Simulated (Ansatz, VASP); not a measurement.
TiO2 in VASP and in Ansatz

INCAR

```
SYSTEM = TiO2
ALGO     = Normal         ! electronic algorithm
EDIFF    = 1E-6           ! SCF threshold, eV
ENCUT    = 520            ! plane-wave cutoff, eV
GGA      = PE             ! functional
ISIF     = 2              ! what is computed and relaxed
ISMEAR   = 0              ! smearing method
LASPH    = .TRUE.         ! aspherical terms in the spheres
LCHARG   = .FALSE.        ! write CHGCAR
LREAL    = .FALSE.        ! projectors in reciprocal space
LWAVE    = .FALSE.        ! write WAVECAR
NELM     = 80             ! most SCF steps
PREC     = Accurate       ! precision mode
SIGMA    = 0.012          ! smearing width, eV
```

File KPOINTS:

```
k-points
0
G
  8 8 4
  0 0 0
```

The input POSCAR:

```
TiO2
1.0
    6.1535771931     -1.8834685000      0.0000000000
    6.1535771931      1.8834685000      0.0000000000
   -1.9283261078      0.0000000000      6.3289668713
Ti O
4 8
Direct
    0.9000710000      0.9000710000      0.2896020000
    0.1952860000      0.1952860000      0.2837620000
    0.0999290000      0.0999290000      0.7103980000
    0.8047140000      0.8047140000      0.7162380000
    0.3619310000      0.3619310000      0.2933970000
    0.2634885000      0.2634885000      0.6525000000
    0.8671885000      0.8671885000      0.9952910000
    0.7365115000      0.7365115000      0.3475000000
    0.9416475000      0.9416475000      0.6300210000
    0.1328115000      0.1328115000      0.0047090000
    0.6380690000      0.6380690000      0.7066030000
    0.0583525000      0.0583525000      0.3699790000
```

input.yaml

```yaml
crystal:
  lattice:
    - [6.1535771931, -1.8834685, 0.0]
    - [6.1535771931, 1.8834685, 0.0]
    - [-1.9283261078, 0.0, 6.3289668713]
  atoms:
    - { symbol: Ti, position: [0.900071, 0.900071, 0.289602] }
    - { symbol: Ti, position: [0.195286, 0.195286, 0.283762] }
    - { symbol: Ti, position: [0.099929, 0.099929, 0.710398] }
    - { symbol: Ti, position: [0.804714, 0.804714, 0.716238] }
    - { symbol: O, position: [0.361931, 0.361931, 0.293397] }
    - { symbol: O, position: [0.2634885, 0.2634885, 0.6525] }
    - { symbol: O, position: [0.8671885, 0.8671885, 0.995291] }
    - { symbol: O, position: [0.7365115, 0.7365115, 0.3475] }
    - { symbol: O, position: [0.9416475, 0.9416475, 0.630021] }
    - { symbol: O, position: [0.1328115, 0.1328115, 0.004709] }
    - { symbol: O, position: [0.638069, 0.638069, 0.706603] }
    - { symbol: O, position: [0.0583525, 0.0583525, 0.369979] }
hamiltonian:
  xc: pbe
  pseudopotentials: { kind: paw }
kpoints:
  mp_grid: { grid: [8, 8, 4] }
scf:
  occupations: { method: gaussian, width: 0.012 }
output:
  forces: true
  stress: true
  eigenvalues: true
  write_density: true
  write_potential: true
  elf: true
  volumetric_format: npy
```

The cell comes from a database or a generator and needn't be the stable form of this composition.

Alike in both runs: task single point; functional PBE; k mesh 8 × 8 × 4; occupations gaussian, width 0.012 eV; no spin polarisation.

|  | VASP | Ansatz |
| --- | --- | --- |
| version | VASP 6.6.1 | Ansatz 0.2.0 |
| potentials or method | VASP PAW PBE potentials, release 64 (Ti_sv, O) | Ansatz PAW |
| plane-wave cutoff (eV) | 520 | 420 |
| valence electrons in the cell | 96 | 96 |

|  | VASP | Ansatz | Ansatz less VASP |
| --- | --- | --- | --- |
| gap on the k mesh at the Fermi level (eV) | 2.73 | 2.75 | +0.022 |
| least direct gap on the mesh (eV) | 2.90 | 2.92 | +0.021 |
| pressure (GPa) | -0.6 | -1.2 | -0.60 |
| largest component of the traceless stress (GPa) | 0.03 | 0.10 | +0.069 |
| rms of the force components (eV/Å) | 0.032 | 0.053 | +0.0216 |

Atom by atom the forces differ by 0.024 eV/Å (rms over components).

Caveats: the pressure holds a Pulay correction of +0.6 GPa for the finite cutoff (Ansatz). A k mesh can miss the band edges. PBE gaps usually lie below the measured ones, often by a third to a half.
